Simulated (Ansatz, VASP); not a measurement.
**Two plane-wave programs on SnTe**

```
CELL_PARAMETERS angstrom
0.00000 3.14171 3.14171
3.14171 0.00000 3.14171
3.14171 3.14171 0.00000
ATOMIC_POSITIONS crystal
Sn 0.00000 0.00000 0.00000
Te 0.50000 0.50000 0.50000
```

Alike in both runs: task single point; functional PBE; k mesh 6 × 6 × 6; occupations fermi-dirac, width 0.02 eV; no spin polarisation.

```csv
,VASP,Ansatz
version,VASP 6.6.1,Ansatz 0.2.0
potentials or method,"VASP PAW PBE potentials, release 64 (Sn_d, Te)","plane waves, PAW"
plane-wave cutoff (eV),520,420
valence electrons in the cell,20,30
```

```csv
,VASP,Ansatz,Ansatz less VASP
pressure (GPa),2.7,2.7,+0.02
```

The functional is the same, so the differences come from potentials, cutoffs and numerics. The two sets of potentials don't hold the same shells in valence.
